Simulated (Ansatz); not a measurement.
Crystal: MnS.

```
CELL_PARAMETERS angstrom
0.00000 2.47346 2.47346
2.47346 0.00000 2.47346
2.47346 2.47346 0.00000
ATOMIC_POSITIONS crystal
Mn 0.00000 0.00000 0.00000
S 0.75000 0.75000 0.75000
```

The cell is a database's computed one.

- Program: Ansatz 0.2.0
- Task: relaxation of cell and atoms
- Functional: revPBE
- Potentials or basis: Ansatz PAW
- Cutoff: 420 eV (not typed: the program's choice for these potentials)
- k mesh: 9 × 9 × 9
- Occupations: fermi-dirac, width 0.05 eV
- Spin: collinear spin, ferromagnetic start
- Starting moments: [4.0, 0.0] μB

At the start: volume 15.13 Å³/atom.

Where does the relaxation end?

It ends after 5 steps and the volume is 15.74 Å³/atom (+4.0 %); space group F-43m (No. 216, to 0.05 Å); moment 0.25 μB per cell.

Step by step:
| step | energy change (eV) | largest force (eV/Å) | volume (Å³) |
| --- | --- | --- | --- |
| 1 | 0.0000 | 0.0000 | 30.27 |
| 2 | -0.0167 | 0.0000 | 31.00 |
| 3 | -0.0196 | 0.0000 | 31.45 |
| 4 | -0.0196 | 0.0000 | 31.48 |
| 5 | -0.0198 | 0.0000 | 31.48 |

Final structure:
```xyz
2
Lattice="0.0000 2.5061 2.5061 2.5061 0.0000 2.5061 2.5061 2.5061 0.0000" Properties=species:S:1:pos:R:3 pbc="T T T"
Mn    0.0000    0.0000    0.0000
S     3.7592    3.7592    3.7592
```

Caveat: the plane-wave basis is chosen anew once the cell has moved, so the energies of steps on either side of that aren't comparable; the moment fell far below its start of 4 μB, so a state of higher moment may lie lower in energy; the PAW data sets come from PBE, with cores solved anew for the run's functional, which leaves a small shift of forces and pressure; the starting moments weren't kept.
